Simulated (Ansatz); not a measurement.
Mg: which structure is lowest?

The calculation used DFT, revPBE, plane waves (420 eV) with PAW, scalar-relativistic (Ansatz). The PAW files were generated under PBE, with cores re-solved for the functional.

Each structure is relaxed within its own symmetry, so a high-lying one may be dynamically unstable.

| structure | ΔE (meV/atom) | V (Å³/atom) | cell | magnetic state |
| --- | --- | --- | --- | --- |
| hcp | 0 | 23.56 | a = 3.224 Å, c = 5.234 Å (c/a = 1.624) | spin not included |
| dhcp | 6 | 23.63 | a = 3.225 Å, c = 10.492 Å (c/a = 3.253) | spin not included |
| fcc | 13 | 23.75 | a = 4.563 Å | spin not included |
| bcc | 28 | 23.55 | a = 3.611 Å | spin not included |
| A15 | 46 | 24.10 | a = 5.777 Å | spin not included |
| omega (AlB2-type) | 56 | 23.92 | a = 5.150 Å, c = 3.124 Å (c/a = 0.607) | spin not included |
| simple cubic | 379 | 28.32 | a = 3.048 Å | spin not included |
| diamond | 762 | 41.91 | a = 6.947 Å | spin not included |

ΔE counts from hcp.

Differences under about 8 meV lie within the error of the k-point mesh.
